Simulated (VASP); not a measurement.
A run of VASP 6.6.1:

The input INCAR:

```
PREC = Accurate ; ENCUT = 520
EDIFF = 1E-7 ; ISMEAR = 0
SIGMA = 0.1 ; LREAL = False
LASPH = True ; NELM = 100
ALGO = Fast ; ISIF = 2
LWAVE = False ; LCHARG = False
GGA = PE ; NBANDS = 21
```

KPOINTS

```
regular mesh
0
Gamma
  16 16 12
```

POSCAR

```
Ti2C
1.0
    3.0571867507      0.0000000000      0.0000000000
    0.0000000000      3.0571867507      0.0000000000
    0.0000000000      0.0000000000      4.1985178686
Ti C
2 1
Direct
    0.0000000000      0.0000000000      0.0000000000
    0.5000000000      0.5000000000      0.5000000000
    0.0000000000      0.0000000000      0.5000000000
```

Potentials or basis: VASP PAW PBE potentials, release 64 (Ti_sv, C).

Command:

```console
$ cat potpaw_PBE.64/Ti_sv/POTCAR potpaw_PBE.64/C/POTCAR > POTCAR
$ mpirun -np 1 vasp_std > vasp.out
```

Hardware: 1 thread of Intel(R) Xeon(R) Platinum 8488C (Sapphire Rapids) (shared host).

Q: How long does it take, and how much memory?

A: Run time: 7.6 min on 1 thread of Intel(R) Xeon(R) Platinum 8488C (Sapphire Rapids), with other jobs on the host, peak memory 0.33 GiB. Counts: scf iterations 48, k points 315.
